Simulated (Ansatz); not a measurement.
Runs of Ansatz 0.2.0 on Ga2O3. The structure is monoclinic, space group C2/m (No. 12). Conventional cell: a = 12.214 Å, b = 3.037 Å, c = 5.798 Å, α = 90.00°, β = 103.83°, γ = 90.00°. Around Ga (site symmetry m) lie 6 O at 1.94 to 2.07 Å. Ga (site symmetry m) is surrounded by 4 O at 1.83 to 1.86 Å. O (site symmetry m) is surrounded by 3 Ga at 1.83 to 1.94 Å. O (site symmetry m) has 4 Ga at 1.86 to 2.07 Å as nearest neighbours. Around O (site symmetry m) lie 3 Ga at 1.83 to 1.94 Å. 

```csv
task,level,potentials or basis,cell,k mesh,cutoff (eV),points for each segment of the path,mesh quality,gap on the mesh (eV),pressure (GPa),largest force (eV/Å)
relaxation of cell and atoms,BLYP,Ansatz PAW,relaxed,9 × 9 × 5,420,-,not flagged,1.87,0.0,-
band structure,PBEsol,Ansatz PAW,as given,9 × 9 × 5,420,10,not flagged,2.34,(a),0.12
band structure,PBE,Ansatz NC,as given,9 × 9 × 5,1240,10,not flagged,2.45,9.6,0.21
single point,PBE,Ansatz PAW,as given,3 × 3 × 2,420,-,coarse,2.45,9.6,0.21
```

Alike in all rows: no spin polarisation; smearing fermi-dirac 0.05 eV.

Problem. Estimate the missing entries.

Solution. (a) 2.5.

Caveats: some runs use coarse meshes; odd divisions of the mesh miss points on the zone boundary, where band edges often lie, so the gap on the mesh can be too wide (some runs); the PAW data sets come from PBE, with cores solved anew for the run's functional, which leaves a small shift of forces and pressure (some runs); the plane-wave basis is chosen anew once the cell has moved, so the energies of steps on either side of that aren't comparable (some runs).

A k mesh can miss the band edges, and the runs leave out spin-orbit coupling on Ga.
